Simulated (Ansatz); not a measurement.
Runs of Ansatz 0.2.0 on Al. The structure is cubic, space group Pm-3m (No. 221). The conventional cell has a = 2.722 Å, b = 2.722 Å, c = 2.722 Å, α = 90.00°, β = 90.00°, γ = 90.00°. Al (site symmetry m-3m) has 6 Al at 2.72 Å as nearest neighbours. The cell was built by a generator and needn't be a form met in nature.

```tsv
task	level	cell	cutoff (eV)	points for each segment of the path	gap on the mesh (eV)	pressure (GPa)	relaxed volume (Å³/atom)
relaxation of cell and atoms	B3LYP	relaxed	420	-	none	0.0	20.85
single point	r2SCAN50	as given	500	-	none	(a)	-
relaxation of cell and atoms	HF	relaxed	420	-	none	0.0	(b)
band structure	HSE03	as given	420	4	none	-0.6	-
single point	r2SCANh	as given	500	-	none	-1.3	-
```

Alike in all rows: potentials or basis Ansatz PAW; no spin polarisation; k mesh 5 × 5 × 5; smearing fermi-dirac 0.05 eV; the mesh is coarse, so values aren't converged.

**Question.** Estimate the missing entries.

**Answer.** (a) -2.1; (b) 21.79.

Caveats: all runs use coarse meshes; the PAW data sets come from PBE, with cores solved anew for the run's functional, which leaves a small shift of forces and pressure; the thresholds are loose for stress (some runs); the plane-wave basis is chosen anew once the cell has moved, so the energies of steps on either side of that aren't comparable (some runs).

A gap of «none» marks a metal or a gap under the smearing width.
